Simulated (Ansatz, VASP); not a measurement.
**CaS: VASP beside Ansatz**

The input INCAR:

```
SYSTEM = CaS
ALGO = Fast ; EDIFF = 1E-7
EDIFFG = -0.002 ; ENCUT = 600
IBRION = 2 ; ISIF = 3
ISMEAR = 0 ; LASPH = .TRUE.
LCHARG = .FALSE. ; LREAL = .FALSE.
LWAVE = .FALSE. ; NELM = 100
NSW = 100 ; PREC = Accurate
SIGMA = 0.02
```

Contents of KPOINTS:

```
k-points
0
G
  8 8 8
  0 0 0
```

POSCAR

```
CaS
1.0
    0.0000000000      2.8523742900      2.8523742900
    2.8523742900      0.0000000000      2.8523742900
    2.8523742900      2.8523742900      0.0000000000
Ca S
1 1
Direct
    0.0000000000      0.0000000000      0.0000000000
    0.5000000000      0.5000000000      0.5000000000
```

Input for Ansatz:

```yaml
crystal:
  lattice:
    - [0.0, 2.85237429, 2.85237429]
    - [2.85237429, 0.0, 2.85237429]
    - [2.85237429, 2.85237429, 0.0]
  atoms:
    - { symbol: Ca, position: [0.0, 0.0, 0.0] }
    - { symbol: S, position: [0.5, 0.5, 0.5] }
basis:
  ecutwfc: 420
kpoints:
  mp_grid: { grid: [8, 8, 8] }
hamiltonian:
  xc: lda
  pseudopotentials: { kind: paw }
scf:
  occupations: { method: gaussian, width: 0.02 }
output:
  forces: true
  stress: true
  eigenvalues: true
relax:
  adjacent_minimum: "off"
  f_tol: 0.002
  max_steps: 80
  cell: { stress_tol: 0.02 }
```

The cell comes from a database or a generator and needn't be the stable form of this composition.

Alike in both runs: task relaxation of cell and atoms; functional LDA; k mesh 8 × 8 × 8; occupations gaussian, width 0.02 eV; no spin polarisation.

|  | VASP | Ansatz |
| --- | --- | --- |
| version | VASP 6.6.1 | Ansatz 0.2.0 |
| potentials or method | VASP PAW LDA potentials, release 64 (Ca_sv, S) | scalar-relativistic, plane waves, PAW |
| plane-wave cutoff (eV) | 600 | 420 |
| valence electrons in the cell | 16 | 16 |

```tsv
	VASP	Ansatz	Ansatz less VASP
gap on the k mesh at the Fermi level, each at its own relaxed structure (eV)	1.97	1.97	0.000
relaxed volume (Å³/atom)	21.63	21.53	-0.095
relaxed cell length with the largest relative difference (Å)	3.940	3.934	-0.0058
energy change over the relaxation (meV/atom)	-21	-24	-2.7
```

A k mesh can miss the band edges. Expect the measured gap to be larger: semilocal functionals such as LDA lack the derivative discontinuity.
